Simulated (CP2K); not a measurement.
Ag2O under changes of volume

One of the cells (17.503 Å³/atom); the others are scaled copies at fixed shape and fractional positions:

```xyz
6
Lattice="4.7180 0.0000 0.0000 0.0000 4.7180 0.0000 0.0000 0.0000 4.7180" Properties=species:S:1:pos:R:3 pbc="T T T"
Ag    3.5385    1.1795    3.5385
Ag    3.5385    3.5385    1.1795
Ag    1.1795    3.5385    3.5385
Ag    1.1795    1.1795    1.1795
O     2.3590    2.3590    2.3590
O     0.0000    0.0000    0.0000
```

| Item | Value |
| --- | --- |
| Program | CP2K 2026.2 |
| Functional | PBE |
| Potentials or basis | POTENTIAL_UZH Ag GTH-PBE-q11, O GTH-PBE-q6; TZVP-MOLOPT-PBE-GTH basis |
| Density cutoff | 8163 eV |
| k mesh | 6 × 6 × 6 |
| Occupations | fermi-dirac, width 0.05 eV |
| Spin | no spin polarisation |

```tsv
volume (Å³/atom)	energy over the lowest point (meV/atom)	pressure (GPa)
16.453	80.24	12.8
16.803	55.19	10.2
17.153	?	?
17.503	20.70	5.8
17.853	10.13	3.9
18.204	3.37	2.3
18.554	0.00	0.8
```

Question: What does the run at 17.153 Å³/atom give?

Answer: Energy over the lowest point 35.54 meV/atom; pressure 7.9 GPa.

Worked out: A Birch-Murnaghan fit of order 3 (a polynomial in V^(-2/3)) to the other rows has its minimum at 18.77 Å³/atom, just outside them, with B0 = V·E''(V) = 69 GPa and B' = 5.2. It gives 35.54 meV/atom at 17.153 Å³/atom, against the run's 35.54, and -dE/dV = 7.9 GPa, against 7.9.

Energies are extrapolated to zero smearing.

Caveats: the basis of atomic orbitals isn't converged, which shifts pressures, moduli and gaps.
